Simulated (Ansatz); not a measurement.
Eigenvalues along a path: Lu (bcc type)

```yaml
crystal:
  lattice:
    - [-1.77195, 1.77195, 1.77195]
    - [1.77195, -1.77195, 1.77195]
    - [1.77195, 1.77195, -1.77195]
  atoms:
    - { symbol: Lu, position: [0.00000, 0.00000, 0.00000] }
```

The cell comes from a relaxation on PAW files under the same functional, begun from a prototype that needn't be the stable phase.

Computed with Ansatz 0.2.0; functional PBE, scalar-relativistic. Settings: a Γ-centred 14×14×14 k mesh, Fermi–Dirac smearing of 0.1 eV, no spin polarisation. Methods: LAPW: all electrons, basis error target 1 meV/atom.

This run: volume at 0.75 of the series' base cell.

Spin–orbit coupling is left out, which matters for the heavy atoms. The structure type is held throughout; the real material can change phase at far lower pressure.

Path points, in fractions of the reciprocal vectors: Γ (0.000, 0.000, 0.000), H (0.500, -0.500, 0.500), N (0.000, 0.000, 0.500), P (0.250, 0.250, 0.250). The distance column jumps between branches of the path. Levels in eV from the Fermi level; bands 10 to 20, counted from the lowest band of the run. The gap is zero, the pressure 19.28 GPa.

```
# k(1/Å) point b10 b11 b12 b13 b14 b15 b16 b17 b18 b19 b20
0.000 Γ -6.82 -4.74 -4.74 -4.74 -4.55 -4.55 -4.55 -4.51 2.40 2.40 2.40
0.222 - -6.50 -4.74 -4.73 -4.73 -4.56 -4.55 -4.55 -4.52 2.32 2.32 2.56
0.443 - -5.63 -4.73 -4.70 -4.70 -4.59 -4.56 -4.56 -4.56 2.20 2.20 3.03
0.665 - -4.72 -4.67 -4.67 -4.64 -4.61 -4.57 -4.57 -4.33 1.72 2.24 2.24
0.886 - -4.70 -4.65 -4.65 -4.64 -4.64 -4.58 -4.58 -2.95 0.33 2.60 2.60
1.108 - -4.70 -4.67 -4.67 -4.63 -4.63 -4.57 -4.57 -1.94 -0.83 3.36 3.36
1.330 - -4.73 -4.67 -4.64 -4.64 -4.62 -4.56 -4.56 -1.83 -1.71 4.54 4.54
1.551 - -4.74 -4.66 -4.65 -4.65 -4.56 -4.54 -4.54 -2.26 -2.24 6.13 6.13
1.773 H -4.75 -4.65 -4.65 -4.65 -4.54 -4.54 -4.54 -2.46 -2.46 7.88 7.88
1.930 - -4.75 -4.65 -4.65 -4.65 -4.55 -4.54 -4.54 -2.36 -2.34 6.42 6.58
2.086 - -4.74 -4.66 -4.66 -4.64 -4.57 -4.55 -4.55 -2.09 -2.02 4.76 5.10
2.243 - -4.73 -4.67 -4.66 -4.63 -4.60 -4.56 -4.56 -1.79 -1.50 3.42 3.71
2.400 - -4.71 -4.69 -4.67 -4.62 -4.61 -4.57 -4.56 -1.71 -0.83 2.48 2.74
2.557 - -4.70 -4.70 -4.67 -4.60 -4.59 -4.58 -4.57 -2.04 -0.07 1.46 2.93
2.713 - -4.71 -4.69 -4.68 -4.59 -4.59 -4.57 -4.57 -2.57 0.69 0.70 3.74
2.870 - -4.72 -4.68 -4.68 -4.59 -4.57 -4.57 -4.54 -2.98 0.22 1.33 4.72
3.027 N -4.72 -4.68 -4.68 -4.59 -4.57 -4.56 -4.53 -3.13 0.05 1.59 5.23
3.183 - -4.72 -4.68 -4.67 -4.60 -4.58 -4.56 -4.53 -3.18 0.12 1.35 5.30
3.340 - -4.72 -4.67 -4.66 -4.62 -4.60 -4.57 -4.53 -3.40 0.33 0.96 5.29
3.497 - -4.72 -4.67 -4.64 -4.64 -4.62 -4.57 -4.53 -3.92 0.65 0.86 5.10
3.653 - -4.74 -4.72 -4.67 -4.67 -4.61 -4.59 -4.57 -4.53 1.06 1.16 4.81
3.810 - -5.52 -4.72 -4.71 -4.70 -4.59 -4.59 -4.56 -4.53 1.51 1.67 3.81
3.967 - -6.21 -4.73 -4.73 -4.72 -4.57 -4.56 -4.56 -4.53 1.95 2.12 3.04
4.124 - -6.66 -4.74 -4.74 -4.73 -4.56 -4.55 -4.55 -4.51 2.27 2.34 2.56
4.280 Γ -6.82 -4.74 -4.74 -4.74 -4.55 -4.55 -4.55 -4.51 2.40 2.40 2.40
4.472 - -6.58 -4.73 -4.73 -4.73 -4.56 -4.55 -4.55 -4.51 2.24 2.24 2.68
4.664 - -5.92 -4.72 -4.72 -4.72 -4.58 -4.56 -4.56 -4.53 1.76 1.76 3.52
4.856 - -4.96 -4.71 -4.70 -4.70 -4.60 -4.57 -4.57 -4.54 1.09 1.09 4.86
5.048 - -4.69 -4.68 -4.67 -4.67 -4.57 -4.57 -4.56 -3.70 0.45 0.45 5.50
5.240 - -4.69 -4.66 -4.66 -4.66 -4.58 -4.57 -4.57 -2.41 0.00 0.00 5.93
5.432 - -4.69 -4.64 -4.64 -4.64 -4.60 -4.57 -4.57 -1.18 -0.22 -0.22 6.31
5.624 - -4.68 -4.63 -4.63 -4.62 -4.62 -4.58 -4.58 -0.27 -0.24 -0.24 6.56
5.816 P -4.67 -4.62 -4.62 -4.62 -4.60 -4.60 -4.60 -0.12 -0.12 -0.12 6.64
6.008 - -4.68 -4.64 -4.64 -4.60 -4.60 -4.60 -4.58 -0.62 0.00 0.00 6.54
6.200 - -4.69 -4.66 -4.66 -4.59 -4.59 -4.59 -4.57 -1.06 0.02 0.02 6.21
6.392 - -4.70 -4.67 -4.67 -4.60 -4.59 -4.59 -4.56 -0.96 -0.17 -0.17 5.81
6.583 - -4.71 -4.68 -4.68 -4.63 -4.59 -4.59 -4.55 -0.63 -0.63 -0.18 5.63
6.775 - -4.72 -4.67 -4.67 -4.65 -4.58 -4.58 -4.55 -1.25 -1.25 1.27 5.81
6.967 - -4.73 -4.66 -4.66 -4.66 -4.57 -4.57 -4.54 -1.86 -1.86 3.28 6.32
7.159 - -4.75 -4.65 -4.65 -4.65 -4.55 -4.55 -4.54 -2.30 -2.30 5.69 7.10
7.351 H -4.75 -4.65 -4.65 -4.65 -4.54 -4.54 -4.54 -2.46 -2.46 7.88 7.88
8.887 P -4.67 -4.62 -4.62 -4.62 -4.60 -4.60 -4.60 -0.12 -0.12 -0.12 6.64
8.997 - -4.68 -4.63 -4.63 -4.62 -4.60 -4.60 -4.59 -0.29 -0.23 0.05 6.57
9.108 - -4.68 -4.64 -4.64 -4.60 -4.60 -4.59 -4.58 -0.73 -0.28 0.27 6.36
9.219 - -4.69 -4.66 -4.65 -4.60 -4.59 -4.58 -4.57 -1.30 -0.27 0.54 6.09
9.330 - -4.69 -4.68 -4.66 -4.60 -4.58 -4.57 -4.57 -1.88 -0.21 0.83 5.82
9.441 - -4.70 -4.69 -4.67 -4.60 -4.57 -4.57 -4.56 -2.39 -0.12 1.11 5.58
9.551 - -4.71 -4.69 -4.67 -4.59 -4.57 -4.57 -4.54 -2.79 -0.04 1.36 5.39
9.662 - -4.72 -4.68 -4.68 -4.59 -4.57 -4.56 -4.54 -3.05 0.03 1.53 5.27
9.773 N -4.72 -4.68 -4.68 -4.59 -4.57 -4.56 -4.53 -3.13 0.05 1.59 5.23
```
